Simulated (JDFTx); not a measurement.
The system is BN.

```
N B
1.0
     0.00000    1.81300    1.81300
     1.81300    0.00000    1.81300
     1.81300    1.81300    0.00000
N B
1 1
Direct
  0.25000 0.25000 0.25000
  0.00000 0.00000 0.00000
```

The cell is a database's computed one.

* Program: JDFTx 1.7.0 (patched build)
* Task: single point
* Functional: PBE
* Potentials or basis: PseudoDojo-SR-PBE-0.5-standard with smoothed tails
* Cutoff: 1143 eV
* Density cutoff: 9143 eV
* k mesh: 13 × 13 × 13
* Occupations: fermi-dirac, width 0.05 eV
* Spin: no spin polarisation

On this cell: pressure -0.7 GPa; largest force zero by symmetry; band gap on the k mesh 4.60 eV, indirect (least direct gap 8.83 eV).

The same run follows on a disturbed copy (atoms moved at random, drawn with an rms of 0.05 Å):

```
CELL_PARAMETERS angstrom
0.00000 1.81300 1.81300
1.81300 0.00000 1.81300
1.81300 1.81300 0.00000
ATOMIC_POSITIONS crystal
N 0.26768 0.26067 0.22873
B 0.97937 0.02168 0.00165
```

Q: What changes?

A: The energy moves by +45.5 meV/atom; pressure 1.5 GPa; largest force 2.279 eV/Å; band gap on the k mesh 3.96 eV, indirect (least direct gap 7.84 eV).

Forces on the atoms (eV/Å):
```
N    1.581 -0.954 -1.336
B   -1.581  0.954  1.336
```

Stress tensor (GPa, compression positive):
```
 1.30 -2.07 -2.49
-2.07  1.69  2.08
-2.49  2.08  1.47
```

Caveats: an odd mesh through Γ misses points on the zone boundary, where band edges often lie.
